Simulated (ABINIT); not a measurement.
Ge:

```
CELL_PARAMETERS angstrom
3.99759 0.00000 0.00000
-1.99879 3.46201 0.00000
0.00000 0.00000 6.59938
ATOMIC_POSITIONS crystal
Ge 0.33333 0.66667 0.93710
Ge 0.66667 0.33333 0.43710
Ge 0.33333 0.66667 0.56290
Ge 0.66667 0.33333 0.06290
```

This isn't the form of Ge at room conditions, which is diamond.

Base run:

| Property | Result |
| --- | --- |
| Program | ABINIT 10.8.3 (patched build) |
| Functional | r2SCAN |
| Potentials or basis | Ansatz PAW PBE default generated set, frozen core |
| Cutoff | 490 eV |
| k mesh | 8 × 8 × 4 |
| Occupations | fermi-dirac, width 0.05 eV |
| Spin | no spin polarisation |

Its results: band gap on the k mesh 0.08 eV, direct; pressure -0.1 GPa; largest force 0.005 eV/Å.

**Question.** After a change of settings the same cell gave: band gap on the k mesh none (metal or under the smearing width); pressure 4.2 GPa; largest force 0.015 eV/Å. Which change was it?
A. functional from r2SCAN to PW91
B. functional from r2SCAN to revPBE
C. functional from r2SCAN to PBEsol
D. functional from r2SCAN to BLYP

**Answer.** B.

Caveats: the PAW data sets were made with another functional, which shifts forces and pressure a little; the atomic spheres overlap.

Runs at the PBE level aren't shown here.
